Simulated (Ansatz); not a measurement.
CaSe in the CsCl structure, relaxed with r2SCAN in Ansatz. The symmetry is Pm-3m (No. 221, cubic); conventional cell a = 3.635 Å, 24.01 Å³ an atom. Ca is surrounded by 8 Se at 3.15 Å; Se is surrounded by 8 Ca at 3.15 Å.

The axes x, y and z are those of this cell:
```
CELL_PARAMETERS angstrom
3.63478 0.00000 0.00000
0.00000 3.63478 0.00000
0.00000 0.00000 3.63478
ATOMIC_POSITIONS crystal
Ca 0.00000 0.00000 0.00000
Se 0.50000 0.50000 0.50000
```

Unstrained: PBE gives a direct gap of 0.771 eV at M. With r2SCAN the gap is 1.236 eV and direct, at M. HSE06 gives a direct gap of 1.540 eV at M. Meshes: PBE 8×8×8, r2SCAN 8×8×8, HSE06 6×6×6. Strains are changes of length per length. After each strain the atoms were relaxed again with r2SCAN within the symmetry that the strain leaves, so tilts or polar shifts that break it weren't tested; points keep the names that they have in the unstrained zone. The cell comes from a prototype generator: it can be a known phase or a hypothetical one. Spin polarisation is off.

**Question.** Apply isotropic +5.36 % on every length. How far does the gap move, against the unstrained cell?

**Answer.** PBE: the gap goes from 0.771 to 0.955 eV (+0.184 eV). r2SCAN: the gap goes from 1.236 to 1.419 eV (+0.183 eV). HSE06: the gap goes from 1.540 to 1.707 eV (+0.167 eV). The r2SCAN energy rises by 91.4 meV an atom.

**Question.** One strain changed the r2SCAN stress by xx +0.59, yy +0.59, zz -0.01 GPa (compression positive) and the gap by -0.028 eV (PBE), -0.028 eV (r2SCAN), -0.027 eV (HSE06). Which kind of strain was it, and roughly how large?

**Answer.** Biaxial -0.35 % in x and y, z held. The pattern of the stress gives the kind; the size needs the stiffness, so it is an estimate.

**Question.** Apply uniaxial -0.34 % along [111], other directions held. How far does the gap move, against the unstrained cell?

**Answer.** PBE: the gap goes from 0.771 to 0.766 eV (-0.005 eV). r2SCAN: the gap goes from 1.236 to 1.231 eV (-0.005 eV). HSE06: the gap goes from 1.540 to 1.536 eV (-0.004 eV). The r2SCAN energy rises by 0.0 meV an atom.

Spin-orbit coupling is left out.

The meshes of the hybrids are coarse, so their gaps aren't converged to the digits shown.
